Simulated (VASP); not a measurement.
# Sn8Se7 (a cell with a defect) in VASP: a series of runs

One crystal, Sn8Se7 (a cell with a defect), is run at these levels: PBE; tasks: single point.

Everything below comes from runs of VASP 6.6.1. Logs are shortened: lines on timing, memory, paths and dates and some standing lists are left out, and cuts for length are marked.

## Step 1: Starting point

The cell holds a defect, 15 atoms: a = 8.579 Å, b = 8.579 Å, c = 8.579 Å, α = 60.00°, β = 60.00°, γ = 60.00°.

## Step 2: Single point, PBE

File INCAR:

```
PREC = Accurate
ENCUT = 520
EDIFF = 1E-6
ISMEAR = 0
SIGMA = 0.1
LREAL = Auto
LASPH = T
NELM = 80
ALGO = Fast
ISIF = 2
LWAVE = F
LCHARG = F
GGA = PE
NBANDS = 90
```

File KPOINTS:

```
Automatic mesh
0
Gamma
  2 2 2
```

File POSCAR:

```
Sn8Se7
1.0
    0.0000000000      6.0662700000      6.0662700000
    6.0662700000      0.0000000000      6.0662700000
    6.0662700000      6.0662700000      0.0000000000
Sn Se
8 7
Direct
   -0.0069265793      0.0258152868     -0.0104686240
   -0.0262597115     -0.0001426742      0.5013986354
   -0.0047276992      0.4883741574     -0.0098009980
   -0.0062513703      0.4877071907      0.5272794485
    0.5020413697     -0.0382313184      0.0690205843
    0.5060870189     -0.0380916939      0.4640590511
    0.4915761250      0.4944014197     -0.0040336978
    0.5007884581      0.5668949783      0.4643978920
    0.2668370349      0.2413299276      0.2463565750
    0.2290399207      0.2555608306      0.7576797604
    0.2432934901      0.7632020995      0.2634307408
    0.2665369329      0.7454714347      0.7429713811
    0.7668207152      0.2457591733      0.2412328334
    0.7493102022      0.2615277592      0.7617809626
    0.7668076099      0.7398404621      0.7467628378
```

Potentials or basis: VASP PAW PBE potentials, release 64 (Sn_d, Se).

On the command line:

```bash
> cat potpaw_PBE.64/Sn_d/POTCAR potpaw_PBE.64/Se/POTCAR > POTCAR
> mpirun -np 1 vasp_std > vasp.out
```

OUTCAR:

```text
PREC = Accurate
   ENCUT = 520
   EDIFF = 1E-6
   ISMEAR = 0
   LREAL = Auto
   LASPH = T
   NELM = 80
   ISIF = 2
   GGA = PE

 ion  position               nearest neighbor table
   1  0.993  0.026  0.990-  10 2.83  14 2.86  13 2.87  11 3.18  12 3.20
   2  0.974  1.000  0.501-  15 2.84  13 2.84  11 2.89  14 3.18  12 3.25   9 3.25
   3  0.995  0.488  0.990-  10 2.82  13 2.86  15 2.87   9 3.21  12 3.21
   4  0.994  0.488  0.527-  10 2.83  14 2.86  15 2.87  11 3.19   9 3.20
   5  0.502  0.962  0.069-  11 2.80   9 2.81   8 3.39   6 3.41
   6  0.506  0.962  0.464-  12 2.80   9 2.81   5 3.41   8 3.41
   7  0.492  0.494  0.996-  14 2.84   9 2.90  12 2.90  13 3.16  15 3.16  11 3.26
   8  0.501  0.567  0.464-  11 2.81  12 2.81   5 3.39   6 3.41
   9  0.267  0.241  0.246-   5 2.81   6 2.81   7 2.90   4 3.20   3 3.21   2 3.25
  10  0.229  0.256  0.758-   3 2.82   4 2.83   1 2.83
  11  0.243  0.763  0.263-   5 2.80   8 2.81   2 2.89   1 3.18   4 3.19   7 3.26
  12  0.267  0.745  0.743-   6 2.80   8 2.81   7 2.90   1 3.20   3 3.21   2 3.25
  13  0.767  0.246  0.241-   2 2.84   3 2.86   1 2.87   7 3.16
  14  0.749  0.262  0.762-   7 2.84   4 2.86   1 2.86   2 3.18
  15  0.767  0.740  0.747-   2 2.84   4 2.87   3 2.87   7 3.16

  LATTYP: Found a face centered cubic cell.
 ALAT       =    12.1325400000

  Lattice vectors:

 A1 = (   0.0000000000,   6.0662700000,   6.0662700000)
 A2 = (   6.0662700000,   0.0000000000,   6.0662700000)
 A3 = (   6.0662700000,   6.0662700000,   0.0000000000)

Analysis of symmetry for initial positions (statically):
=====================================================================
 Subroutine PRICEL returns:
 Original cell was already a primitive cell.

 Routine SETGRP: Setting up the symmetry group for a
 face centered cubic supercell.

 Subroutine GETGRP returns: Found  1 space group operations
 (whereof  1 operations were pure point group operations)
 out of a pool of 48 trial point group operations.

The static configuration has the point symmetry C_1 .

Analysis of symmetry for dynamics (positions and initial velocities):
=====================================================================
 Subroutine PRICEL returns:
 Original cell was already a primitive cell.

 Routine SETGRP: Setting up the symmetry group for a
 face centered cubic supercell.

 Subroutine GETGRP returns: Found  1 space group operations
 (whereof  1 operations were pure point group operations)
 out of a pool of 48 trial point group operations.

The dynamic configuration has the point symmetry C_1 .

 Subroutine INISYM returns: Found  1 space group operations
 (whereof  1 operations are pure point group operations),
 and found     1 'primitive' translations

----------------------------------------------------------------------------------------

                                     Primitive cell

  volume of cell :     446.4730

  direct lattice vectors                    reciprocal lattice vectors
     0.000000000  6.066270000  6.066270000    -0.082422972  0.082422972  0.082422972
     6.066270000  0.000000000  6.066270000     0.082422972 -0.082422972  0.082422972
     6.066270000  6.066270000  0.000000000     0.082422972  0.082422972 -0.082422972

  length of vectors
     8.579001307  8.579001307  8.579001307     0.142760775  0.142760775  0.142760775

  position of ions in fractional coordinates (direct lattice)
     0.993073421  0.025815287  0.989531376
     0.973740288  0.999857326  0.501398635
     0.995272301  0.488374157  0.990199002
     0.993748630  0.487707191  0.527279449
     0.502041370  0.961768682  0.069020584
     0.506087019  0.961908306  0.464059051
     0.491576125  0.494401420  0.995966302
     0.500788458  0.566894978  0.464397892
     0.266837035  0.241329928  0.246356575
     0.229039921  0.255560831  0.757679760
     0.243293490  0.763202099  0.263430741
     0.266536933  0.745471435  0.742971381
     0.766820715  0.245759173  0.241232833
     0.749310202  0.261527759  0.761780963
     0.766807610  0.739840462  0.746762838

  ion indices of the primitive-cell ions
   primitive index   ion index
                 1           1
                 2           2
                 3           3
                 4           4
                 5           5
                 6           6
                 7           7
                 8           8
                 9           9
                10          10
                11          11
                12          12
                13          13
                14          14
                15          15

----------------------------------------------------------------------------------------

 KPOINTS: Automatic mesh

Automatic generation of k-mesh.
 Grid dimensions read from file:
 generate k-points for:    2    2    2

 Generating k-lattice:

  Cartesian coordinates                     Fractional coordinates (reciprocal lattice)
    -0.041211486  0.041211486  0.041211486     0.500000000  0.000000000  0.000000000
     0.041211486 -0.041211486  0.041211486     0.000000000  0.500000000  0.000000000
     0.041211486  0.041211486 -0.041211486     0.000000000  0.000000000  0.500000000

  Length of vectors
     0.071380387  0.071380387  0.071380387

  Shift w.r.t. Gamma in fractional coordinates (k-lattice)
     0.000000000  0.000000000  0.000000000

 Subroutine IBZKPT returns following result:
 ===========================================

 Found      8 irreducible k-points:

 Following reciprocal coordinates:
            Coordinates               Weight
  0.000000  0.000000  0.000000      1.000000
  0.500000  0.000000  0.000000      1.000000
  0.000000  0.500000  0.000000      1.000000
  0.000000  0.000000  0.500000      1.000000
  0.500000  0.500000  0.500000      1.000000
  0.500000  0.500000  0.000000      1.000000
  0.000000  0.500000  0.500000      1.000000
  0.500000  0.000000  0.500000      1.000000
   k-points           NKPTS =      8   k-points in BZ     NKDIM =      8   number of bands    NBANDS=     90
   number of dos      NEDOS =    301   number of ions     NIONS =     15
   total plane-waves  NPLWV = 262144
   dimension x,y,z NGX =    64 NGY =   64 NGZ =   64
   dimension x,y,z NGXF=   128 NGYF=  128 NGZF=  128
   ions per type =               8   7
   NGX,Y,Z   is equivalent  to a cutoff of  12.40, 12.40, 12.40 a.u.
   NGXF,Y,Z  is equivalent  to a cutoff of  24.80, 24.80, 24.80 a.u.
 SYSTEM =  unknown system
   PREC   = accura    normal or accurate (medium, high low for compatibility)
   ISTART =      0    job   : 0-new  1-cont  2-samecut
   ICHARG =      2    charge: 1-file 2-atom 10-const
   ISPIN  =      1    spin polarized calculation?
   LNONCOLLINEAR =      F non collinear calculations
   LSORBIT =      F    spin-orbit coupling
   LASPH  =      T    aspherical Exc in radial PAW
   ENCUT  =  520.0 eV  38.22 Ry    6.18 a.u.  15.95 15.95 15.95*2*pi/ulx,y,z
   NELM   =     80;   NELMIN=  2; NELMDL= -5     # of ELM steps
   EDIFF  = 0.1E-05   stopping-criterion for ELM
   LREAL  =      T    real-space projection
   EDIFFG = 0.1E-04   stopping-criterion for IOM
   NSW    =      0    number of steps for IOM
   IBRION =     -1    ionic relax: 0-MD 1-quasi-New 2-CG
   NFREE  =      0    steps in history (QN), initial steepest desc. (CG)
   ISIF   =      2    stress and relaxation
   ISYM   =      2    0-nonsym 1-usesym 2-fastsym
   POTIM  = 0.5000    time-step for ionic-motion
   TEBEG  =    0.0;   TEEND  =   0.0 temperature during run
   PSTRESS=    0.0 pullay stress
   NELECT =     154.0000    total number of electrons
   NUPDOWN=      -1.0000    fix difference up-down
   EMIN   =  10.00;   EMAX   =-10.00  energy-range for DOS
   EFERMI =   0.00;   METHOD = LEGACY
   ISMEAR =     0;   SIGMA  =   0.10  broadening in eV -4-tet -1-fermi 0-gaus
   EFERMI_NEDOS =   21; number of points for ismear=-14 and -15
   IALGO  =     68    algorithm
   IMIX   =      4    mixing-type and parameters
     AMIX     =   0.40;   BMIX     =  1.00
     AMIX_MAG =   1.60;   BMIX_MAG =  1.00
  volume/ion in A,a.u.               =      29.76       200.86
  Fermi-wavevector in a.u.,A,eV,Ry     =   1.148110  2.169612 17.934595  1.318156
  Thomas-Fermi vector in A             =   2.284786
   LORBIT       =      0    0 simple, 1 ext, 2 COOP (PROOUT), +10 PAW based schemes
   GGA     = PE    functional components
   LHFCALC =     F    Hartree Fock is set to
   AEXX    =    0.0000 exact exchange contribution
   IVDW    =     0    specifies the selected vdW correction
   LEPSILON=     F    determine dielectric tensor
   LRPA    =     F    only Hartree local field effects (RPA)
 non-spin polarized calculation
 RMM-DIIS sequential band-by-band and
 Gauss-broadening in eV      SIGMA  =   0.10
  energy-cutoff  :      520.00
  volume of cell :      446.47
 maximum number of plane-waves:     12039
 NGX is ok and might be reduce to    64
   NGX = 31   NGY = 31   NGZ = 31

 number of electron     154.0000003 magnetization

 Free energy of the ion-electron system (eV)
  ---------------------------------------------------
  ext. energy  EPLUGINS =         0.00000000
  ---------------------------------------------------
  free energy    TOTEN  =       -60.32788289 eV

  energy without entropy =      -60.31365440  energy(sigma->0) =      -60.32076864

 E-fermi :   5.1371     XC(G=0):  -9.1795

 val. band max:        5.0512953437   @ k =   0.5000   0.5000   0.5000
 cond. band min:       5.1879401625   @ k =   0.0000   0.0000   0.0000
 fundamental gap:      0.1366448188
 Fermi energy:         5.1370930925

 k-point     1 :       0.0000    0.0000    0.0000
  band No.  band energies     occupation
      1     -16.8053      2.00000
      2     -16.7958      2.00000
      3     -16.7919      2.00000
      4     -16.7908      2.00000
      5     -16.7903      2.00000
      6     -16.7808      2.00000
[... 81 lines left out ...]
     88       7.1503      0.00000
     89       7.4850      0.00000

 k-point     2 :       0.5000    0.0000    0.0000
  band No.  band energies     occupation
      1     -16.8044      2.00000
      2     -16.7942      2.00000
      3     -16.7915      2.00000
      4     -16.7911      2.00000
      5     -16.7909      2.00000
      6     -16.7805      2.00000
[... 541 lines left out ...]
     88       7.4811      0.00000
     89       7.9472      0.00000

 k-point     8 :       0.5000    0.0000    0.5000
  band No.  band energies     occupation
      1     -16.8045      2.00000
      2     -16.7949      2.00000
      3     -16.7915      2.00000
      4     -16.7907      2.00000
      5     -16.7899      2.00000
      6     -16.7805      2.00000
[... 81 lines left out ...]
     88       7.4943      0.00000
     89       8.0481      0.00000
 [bands above 89 left out]

------------------------ aborting loop because EDIFF is reached ----------------------------------------

  FORCE on cell =-STRESS in cart. coord.  units (eV):
  Direction    XX          YY          ZZ          XY          YZ          ZX
  --------------------------------------------------------------------------------------
  -------------------------------------------------------------------------------------
  Total        1.3476386      1.3400426      1.4140636     -0.3242724      0.8399083     -0.3253038
  in kB        4.8360282      4.8087697      5.0743957     -1.1636579      3.0140277     -1.1673591
  external PRESSURE =       4.9063978 kB  Pullay stress =       0.0000000 kB

 VOLUME and BASIS-vectors are now :
 -----------------------------------------------------------------------------
  energy-cutoff  :      520.00
  volume of cell :      446.47
      direct lattice vectors                 reciprocal lattice vectors
     0.000000000  6.066270000  6.066270000    -0.082422972  0.082422972  0.082422972
     6.066270000  0.000000000  6.066270000     0.082422972 -0.082422972  0.082422972
     6.066270000  6.066270000  0.000000000     0.082422972  0.082422972 -0.082422972

 POSITION                                       TOTAL-FORCE (eV/Angst)
 -----------------------------------------------------------------------------------
      6.15937     12.02702      6.18085        -0.008351      0.003520     -0.010691
      9.10702      8.94859     11.97238         0.011829      0.010374      0.005172
      8.96942     12.04441      9.00020         0.013637      0.004413      0.004727
      6.15718      9.22697      8.98691        -0.013884     -0.012507      0.001454
      6.25305      3.46422      8.87987        -0.013084      0.002991      0.008322
      8.65030      5.88517      8.90526         0.001337      0.009540      0.012541
      9.04097      9.02383      5.98121         0.010413      0.005595      0.000644
      6.25610      5.85508      6.47686        -0.011928     -0.007887      0.007388
      2.95844      3.11317      3.08268         0.011773     -0.005242      0.007160
      6.14659      5.98571      2.93972        -0.012551      0.009357      0.008111
      6.22783      3.07393      6.10567        -0.006454     -0.007204     -0.011320
      9.02930      6.12395      6.13912         0.011346      0.002173     -0.012275
      2.95423      6.11513      6.14258         0.007804      0.000142     -0.016545
      6.20767      9.16669      6.13202        -0.008340     -0.004885     -0.009444
      9.01814      9.18173      9.13973         0.006453     -0.010380      0.004756
 -----------------------------------------------------------------------------------
    total drift:                               -0.012667      0.025238      0.008214

  FREE ENERGIE OF THE ION-ELECTRON SYSTEM (eV)
  ---------------------------------------------------
  free  energy   TOTEN  =       -60.3278828933 eV

  energy  without entropy=      -60.3136543957  energy(sigma->0) =      -60.32076864
```

Wall time 16 min (1 thread of AMD EPYC 7R13 (Zen 3), shared host); peak memory 0.63 GiB.

What came out:

```
Free energy            : -60.3279 eV
Pressure               : 0.5 GPa
Largest force          : 0.019 eV/Å
Band gap on the k mesh : 0.14 eV, indirect (least direct gap 0.51 eV)
```

Forces on the atoms (eV/Å):
```
Sn  -0.008  0.004 -0.011
Sn   0.012  0.010  0.005
Sn   0.014  0.004  0.005
Sn  -0.014 -0.013  0.001
Sn  -0.013  0.003  0.008
Sn   0.001  0.010  0.013
Sn   0.010  0.006  0.001
Sn  -0.012 -0.008  0.007
Se   0.012 -0.005  0.007
Se  -0.013  0.009  0.008
Se  -0.006 -0.007 -0.011
Se   0.011  0.002 -0.012
Se   0.008  0.000 -0.017
Se  -0.008 -0.005 -0.009
Se   0.006 -0.010  0.005
```

Stress tensor (GPa, compression positive):
```
 0.48 -0.12 -0.12
-0.12  0.48  0.30
-0.12  0.30  0.51
```

Caveat: the k mesh is coarse (spacing up to 0.45 Å⁻¹), so the values aren't converged; spin-orbit coupling is left out, which moves the levels of the heavy elements.

[end of part 1 of 3]
